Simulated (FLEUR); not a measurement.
**FeO (Wuestite) under changes of volume**

One of the cells (10.013 Å³/atom); the others are scaled copies at fixed shape and fractional positions:

```
Fe O
1.0
     0.00000    2.15540    2.15540
     2.15540    0.00000    2.15540
     2.15540    2.15540    0.00000
Fe O
1 1
Direct
  0.00000 0.00000 0.00000
  0.50000 0.50000 0.50000
```

* Program: FLEUR MaX-R8.1 (later development tree)
* Functional: LDA
* Potentials or basis: all-electron
* Basis: FLAPW
* Kmax: 4.73 1/bohr
* k mesh: 11 × 11 × 11
* Occupations: fermi-dirac, width 0.05 eV
* Spin: collinear spin, ferromagnetic start
* Starting moments: [3.0, 0.0] μB

| volume (Å³/atom) | energy over the lowest point (meV/atom) | moment (μB per cell) |
| --- | --- | --- |
| 9.413 | 0.00 | 3.96 |
| 9.613 | 8.33 | 3.99 |
| 10.013 | ? | ? |
| 10.414 | 86.19 | 4.00 |
| 10.614 | 114.44 | 4.00 |

What does the run at 10.013 Å³/atom give?

Energy over the lowest point 39.41 meV/atom; moment 4.00 μB per cell.

Worked out: A Birch-Murnaghan fit of order 2 (a polynomial in V^(-2/3)) to the other rows has its minimum at 9.21 Å³/atom, just outside them, with B0 = V·E''(V) = 224 GPa. It gives 39.29 meV/atom at 10.013 Å³/atom, against the run's 39.41. A parabola through the other rows of the moment, of slope 0.027 μB per Å³/atom there, gives 4.01 μB, against the run's 4.00.

Energies are extrapolated to zero smearing.

Caveats: a cell with one magnetic atom can't hold antiferromagnetic order, which such compounds often take.
